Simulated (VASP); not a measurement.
SnSe, 4 atoms in the cell. The cell holds a slab with vacuum, 4 atoms: a = 4.285 Å, b = 4.285 Å, c = 10.991 Å, α = 90.00°, β = 90.00°, γ = 90.00°. 

* Program: VASP 6.6.1
* Task: Born charges and dielectric tensor
* Functional: LDA
* Potentials or basis: VASP PAW LDA potentials, release 64 (Sn_d, Se)
* Cutoff: 600 eV
* k mesh: 6 × 6 × 4
* Occupations: gaussian, width 0.02 eV
* Spin: no spin polarisation
* Further INCAR settings: ALGO = Normal; EDIFF = 1e-08; IBRION = 8; NSW = 1

Potentials or basis: VASP PAW LDA potentials, release 64 (Sn_d, Se).

Launch:

```sh
$ cat potpaw_LDA.64/Sn_d/POTCAR potpaw_LDA.64/Se/POTCAR > POTCAR
$ mpirun -np 1 vasp_std > vasp.out
```

Hardware: 1 thread of Intel(R) Xeon(R) Platinum 8375C CPU @ 2.90GHz (Ice Lake) (shared host).

Question: How long does it take, and how much memory?

Answer: It took 56 min on 1 thread of Intel(R) Xeon(R) Platinum 8375C CPU @ 2.90GHz (Ice Lake), with other jobs on the host, peak memory 0.98 GiB. Counts: scf iterations 247, k points 30.
